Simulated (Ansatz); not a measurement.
Input:

```xyz
6
Lattice="4.3419 0.0000 0.0000 0.0000 4.3419 0.0000 0.0000 0.0000 3.1750" Properties=species:S:1:pos:R:3 pbc="T T T"
Ru     2.1710     2.1710     1.5875
Ru     0.0000     0.0000     0.0000
O      3.5103     3.5103     1.5875
O      1.3393     3.0026     0.0000
O      3.0026     1.3393     0.0000
O      0.8316     0.8316     1.5875
```

No spin polarisation.

The values are results of plane-wave PAW DFT at the r2SCAN level (Ansatz, a first-principles code, 500 eV), spin-orbit coupling left out, not measurements. Settings: 11×11×15 k-points, 0.05 eV Fermi–Dirac smearing.

Problem. Predict the pressure, space group and band gap.

Solution. 
- Pressure (mean of the normal stresses, compression positive): 10.5 GPa
- Space group: P4_2/mnm (No. 136)
- Band gap: zero

The cells carry an imposed strain or load. Whether these cells are dynamically stable was not tested. No Hubbard U is applied, and correlation can decide whether such a compound is a metal. All final runs are without spin polarisation. The cell was made from RuO2 in the rutile structure (space group P4_2/mnm, No. 136) by this change: biaxial strain −3.08 %, plane normal [001], relaxed out of plane.
